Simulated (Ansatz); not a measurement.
ZrC:

```xyz
4
Lattice="3.3915 0.0000 0.0000 -1.6957 2.9371 0.0000 0.0000 0.0000 5.2901" Properties=species:S:1:pos:R:3 pbc="T T T"
Zr    1.6957    0.9790    3.9675
Zr    0.0000    1.9581    1.3225
C     0.0000    0.0000    2.6450
C     0.0000    0.0000    0.0000
```

The cell comes from a database or a generator and needn't be the stable form of this composition.

| Property | Result |
| --- | --- |
| Program | Ansatz 0.2.0 |
| Task | relaxation of cell and atoms |
| Functional | HSE06 |
| Potentials or basis | Ansatz PAW |
| Cutoff | 420 eV (not typed: the program's choice for these potentials) |
| k mesh | 6 × 6 × 4 |
| Occupations | fermi-dirac, width 0.05 eV |
| Spin | no spin polarisation |

At the start: volume 13.17 Å³/atom.

Question: How do energy, volume and symmetry change on relaxing?

Answer: It ends after 5 steps and the volume is 12.85 Å³/atom (-2.5 %); space group P6_3/mmc (No. 194, to 0.05 Å).

The path:
| step | energy change (eV) | largest force (eV/Å) | volume (Å³) |
| --- | --- | --- | --- |
| 1 | 0.0000 | 0.0000 | 52.69 |
| 2 | -0.0311 | 0.0000 | 51.42 |
| 3 | -0.0313 | 0.0000 | 51.39 |
| 4 | -0.0314 | 0.0000 | 51.38 |
| 5 | -0.0302 | 0.0000 | 51.38 |

Final structure:
```yaml
crystal:
  lattice:
    - [3.34762, 0.00000, 0.00000]
    - [-1.67381, 2.89912, 0.00000]
    - [0.00000, 0.00000, 5.29454]
  atoms:
    - { symbol: Zr, position: [0.66667, 0.33333, 0.75000] }
    - { symbol: Zr, position: [0.33333, 0.66667, 0.25000] }
    - { symbol: C, position: [0.00000, 0.00000, 0.50000] }
    - { symbol: C, position: [0.00000, 0.00000, 0.00000] }
```

Caveat: the plane-wave basis is chosen anew once the cell has moved, so the energies of steps on either side of that aren't comparable; the PAW data sets come from PBE, with cores solved anew for the run's functional, which leaves a small shift of forces and pressure.
